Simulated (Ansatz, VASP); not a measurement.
## Pb: VASP beside Ansatz

Contents of INCAR:

```
SYSTEM = Pb
PREC = Accurate
ENCUT = 520
EDIFF = 1E-7
ISMEAR = -1
SIGMA = 0.05
LREAL = .FALSE.
LASPH = .TRUE.
NELM = 100
ALGO = Normal
ISIF = 2
LWAVE = .FALSE.
LCHARG = .FALSE.
GGA = PS
NBANDS = 13
```

File KPOINTS:

```
regular mesh
0
G
  9 9 9
  0 0 0
```

The input POSCAR:

```
Pb
1.0
   -2.0184862782      2.0184862782      2.0184862782
    2.0184862782     -2.0184862782      2.0184862782
    2.0184862782      2.0184862782     -2.0184862782
Pb
1
Direct
    0.0000000000      0.0000000000      0.0000000000
```

input.yaml

```yaml
crystal:
  lattice:
    - [-2.0184862782, 2.0184862782, 2.0184862782]
    - [2.0184862782, -2.0184862782, 2.0184862782]
    - [2.0184862782, 2.0184862782, -2.0184862782]
  atoms:
    - { symbol: Pb, position: [0.0, 0.0, 0.0] }
hamiltonian:
  xc: pbesol
  pseudopotentials: { kind: paw }
kpoints:
  mp_grid: { grid: [9, 9, 9] }
scf:
  occupations: { method: fermi_dirac, width: 0.05 }
output:
  forces: true
  stress: true
  eigenvalues: true
  write_density: true
  write_potential: true
  elf: true
  volumetric_format: npy
```

Change from the starting cell: volume scaled by 1.06.

Alike in both runs: task single point; functional PBEsol; k mesh 9 × 9 × 9; occupations fermi-dirac, width 0.05 eV; no spin polarisation.

|  | VASP | Ansatz |
| --- | --- | --- |
| version | VASP 6.6.1 | Ansatz 0.2.0 |
| potentials or method | VASP PAW PBE potentials, release 64 (Pb_d) | Ansatz PAW |
| plane-wave cutoff (eV) | 520 | 420 |
| valence electrons in the cell | 14 | 14 |

|  | VASP | Ansatz | Ansatz less VASP |
| --- | --- | --- | --- |
| gap on the k mesh at the Fermi level (eV) | none | none | - |
| pressure (GPa) | -3.8 | -3.8 | +0.06 |

A gap of «none» marks a metal or a gap that the smearing closes.

Caveats: the PAW data sets were made with another functional, which shifts forces and pressure a little (VASP); the PAW data sets come from PBE, with cores solved anew for the run's functional, which leaves a small shift of forces and pressure (Ansatz). Spin-orbit coupling is left out, which matters for the levels of Pb.
